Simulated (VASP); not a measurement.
Write the native input for VASP 6.6.1 that does the following.

| Property | Result |
| --- | --- |
| Task | relaxation of cell and atoms |
| Functional | RPBE |
| Potentials or basis | VASP PAW PBE potentials, release 64 (Ru_pv) |
| Cutoff | 600 eV |
| k mesh | 11 × 11 × 6 |
| Occupations | fermi-dirac, width 0.05 eV |
| Spin | no spin polarisation |
| Further INCAR settings | ALGO = Normal; EDIFF = 1e-06; IBRION = 2; EDIFFG = -0.005; NSW = 40; ISIF = 3 |

The structure of Ru lies in POSCAR:

```
Ru
1.0
    2.7058000000      0.0000000000      0.0000000000
   -1.3529000000      2.3432915376      0.0000000000
    0.0000000000      0.0000000000      4.2819000000
Ru
2
Direct
    0.6666666667      0.3333333333      0.7500000000
    0.3333333333      0.6666666667      0.2500000000
```

One way to write it, as run:

INCAR

```
SYSTEM = Ru
  PREC = Accurate
  ENCUT = 600
  EDIFF = 1E-6
  ISMEAR = -1
  SIGMA = 0.05
  LREAL = .FALSE.
  LASPH = .TRUE.
  NELM = 100
  ALGO = Normal
  ISIF = 3
  LWAVE = .FALSE.
  LCHARG = .FALSE.
  GGA = RP
  IBRION = 2
  NSW = 40
  EDIFFG = -0.005
```

KPOINTS

```
Automatic mesh
0
G
  11 11 6
  0 0 0
```

Potentials or basis: VASP PAW PBE potentials, release 64 (Ru_pv).

Launch:

```bash
$ cat potpaw_PBE.64/Ru_pv/POTCAR > POTCAR
$ mpirun -np 1 vasp_std > vasp.out
```

Results of the run:

```
Relaxed volume                         : 13.96 Å³/atom
Relaxed cell                           : a = 2.732 Å, b = 2.732 Å, c = 4.319 Å, α = 90.00°, β = 90.00°, γ = 120.00°
Space group after relaxing (to 0.05 Å) : P6_3/mmc (No. 194)
Energy gained by relaxing              : 10.5 meV/atom
Ionic steps                            : 6
Pressure after relaxing                : 0.0 GPa
Band gap on the k mesh                 : none (metal or under the smearing width)
```

Caveat: the PAW data sets were made with another functional, which shifts forces and pressure a little.

Wall time 93 s on 1 thread of Intel(R) Xeon(R) Platinum 8488C (Sapphire Rapids), on a shared host, peak memory 0.18 GiB.
